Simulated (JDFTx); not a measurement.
The system is CaO.

```xyz
2
Lattice="0.0000 2.4036 2.4036 2.4036 0.0000 2.4036 2.4036 2.4036 0.0000" Properties=species:S:1:pos:R:3 pbc="T T T"
Ca    0.0000    0.0000    0.0000
O     2.4036    2.4036    2.4036
```

The cell is a database's computed one.

Program: JDFTx 1.7.0 (patched build). Alike in all runs: no spin polarisation; cell as given; k mesh 10 × 10 × 10; smearing fermi-dirac 0.05 eV. Hardware: 1 thread of Intel(R) Xeon(R) Platinum 8175M CPU @ 2.50GHz (Skylake/Cascade Lake) (shared host).

Question: Order these runs on this cell by their wall time, lowest first.
A. task single point; level r2SCAN; potentials or basis SG15-PBE-1.2; cutoff (eV) 1088; max SCF steps 100; SCF threshold on the energy 1e-09 Ha; solver of the electrons scf; further solve for the empty bands yes
B. task band structure; level r2SCAN; potentials or basis SG15-PBE-1.2; cutoff (eV) 1088; band ratio of the Davidson solver 1.3; max SCF steps 30; SCF threshold on the energy 1e-06 Ha; solver of the electrons minimize; further solve for the empty bands no
C. task band structure; level PBEsol; potentials or basis PseudoDojo-SR-PBEsol-0.4.1-standard; cutoff (eV) 1143; band ratio of the Davidson solver 1.3; max SCF steps 30; SCF threshold on the energy 1e-06 Ha; solver of the electrons minimize; further solve for the empty bands no

Answer: C (27 s), B (69 s), A (330 s).

Runs at the PBE level aren't shown here.
